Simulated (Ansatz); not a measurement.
SnO: computed properties

All numbers below come from DFT PBEsol, scalar-relativistic, plane waves, PAW (Ansatz 0.2.0).

Settings: cutoff 420 eV, Γ-centred mesh 8×6×8 on the computed 4-atom cell, Gaussian smearing of 0.02 eV; no spin polarisation.

The structure is relaxed at this level of theory with its symmetry kept. This form isn't the usual stable structure of the compound.

```
Sn O
1.0
     3.31561    0.00000    0.00000
     0.00000    5.70500    0.00000
     0.00000    0.00000    3.89416
Sn O
2 2
Direct
  0.00000 0.23379 0.52617
  0.50000 0.76621 0.02617
  0.00000 0.88536 0.72383
  0.50000 0.11464 0.22383
```

```
Space group                                                                                                                                 : Pmn2_1 (No. 31)
Volume per atom                                                                                                                             : 124.3 bohr³
Formation energy from the elements' standard states (uncorrected)                                                                           : -1.229 eV/atom
Kohn–Sham band gap                                                                                                                          : 1.22 eV, indirect from Γ to (0.389, -0.500, 0.000)
Löwdin character of the top 1 eV of the valence band                                                                                        : O 2p 39 %, Sn 5s 36 %, Sn 5p 24 %
Löwdin character of the lowest 1 eV of the conduction band                                                                                  : Sn 5p 66 %, O 2p 15 %, O 2s 9 %, unprojected 5 %
Electron masses at the edge by Cartesian direction of the standard setting (m_e; degenerate bands sorted by energy; no spin-orbit coupling) : x: 0.17; y: 0.46; z: 0.68
Hole masses at the edge by Cartesian direction of the standard setting (m_e; degenerate bands sorted by energy; no spin-orbit coupling)     : x: over 30; y: 0.51; z: 0.68
Bader charges (e)                                                                                                                           : Sn (2 in the cell) 1.25, O (2 in the cell) -1.25
```

Each cell of SnO holds layers, and where no dispersion correction was added their binding is poorly described.